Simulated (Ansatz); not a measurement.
# Mg3Sb2: the cost of one run

Computed with Ansatz 0.2.0 (DFT r²SCAN, scalar-relativistic, plane waves, PAW, unless a step's input says otherwise).

1 further run of the same task is left out (set aside as unsound or not needed).

## 1. The structure to begin with

The structure is trigonal, space group P-3m1 (No. 164). Conventional cell: a = 4.576 Å, b = 4.576 Å, c = 7.263 Å, α = 90.00°, β = 90.00°, γ = 120.00°. Sb (site symmetry 3m) is surrounded by 7 Mg at 2.82 to 3.12 Å. Around Mg (site symmetry -3m) lie 6 Sb at 3.12 Å. Around Mg (site symmetry 3m) lie 4 Sb at 2.82 to 2.94 Å.

As a file:

```
CELL_PARAMETERS angstrom
4.57597 0.00000 0.00000
-2.28799 3.96291 0.00000
0.00000 0.00000 7.26309
ATOMIC_POSITIONS crystal
Sb 0.33333 0.66667 0.22908
Sb 0.66667 0.33333 0.77092
Mg 0.00000 0.00000 0.00000
Mg 0.33333 0.66667 0.63386
Mg 0.66667 0.33333 0.36614
```

Origin of the cell: volume kept, shape and atoms relaxed. At r²SCAN, an earlier run found -0.28 GPa for this cell of 26.342 Å³/atom (8×8×4 mesh), mesh gap 0.73 eV.

## 2. Bands on a fine mesh

Contents of input.yaml:

```yaml
crystal:
  lattice:
    - [4.5759705415, 0.0, 0.0]
    - [-2.2879852708, 3.9629067359, 0.0]
    - [0.0, 0.0, 7.2630942214]
  atoms:
    - { symbol: Sb, position: [0.3333333333, 0.6666666667, 0.2290779916] }
    - { symbol: Sb, position: [0.6666666667, 0.3333333333, 0.7709220084] }
    - { symbol: Mg, position: [0.0, 0.0, 0.0] }
    - { symbol: Mg, position: [0.3333333333, 0.6666666667, 0.6338616303] }
    - { symbol: Mg, position: [0.6666666667, 0.3333333333, 0.3661383697] }
basis:
  ecutwfc: 500
  ecutrho_ratio: 4
kpoints:
  mp_grid: { grid: [8, 8, 4] }
hamiltonian:
  xc: r2scan
scf:
  occupations: { method: gaussian, width: 0.05 }
output:
  forces: true
  stress: true
  eigenvalues: true
  eigenstates:
    nscf_kmesh: { grid: [12, 12, 6] }
    de_dk: true
    e_range: [-2.5, 3.232295549432]
  write_density: true
  write_potential: true
  elf: true
  volumetric_format: npy
```

Launch:

```
> ansatz run input.yaml --threads 8 --pin off --max-ram 15360MiB --backend cpu --events-out ev --progress --plain --runs-dir out
```

What time and memory should one allow on 8 threads of Arm Neoverse V2, shared host?

About 7 s, with a peak of 0.95 GiB.
